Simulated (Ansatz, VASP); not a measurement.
## Two plane-wave programs on W

```
CELL_PARAMETERS angstrom
-1.55294 1.55294 1.55294
1.55294 -1.55294 1.55294
1.55294 1.55294 -1.55294
ATOMIC_POSITIONS crystal
W 0.00000 0.00000 0.00000
```

Alike in both runs: functional LDA; k mesh 24 × 24 × 24; occupations fermi-dirac, width 0.1 eV; no spin polarisation.

Ansatz relaxed the structure, and its values are those at the end. VASP's run is a single point on that final structure, the one shown.

```csv
,VASP,Ansatz
version,VASP 6.6.1,Ansatz 0.2.0
potentials or method,"VASP PAW LDA potentials, release 64 (W_sv)","PAW with Ansatz's default frozen-core files, scalar-relativistic"
plane-wave cutoff (eV),520,420
valence electrons in the cell,14,14
```

```csv
,VASP,Ansatz,Ansatz less VASP
pressure (GPa),12.2,10.0,-2.23
```

Spin-orbit coupling is left out, which matters for the levels of W.
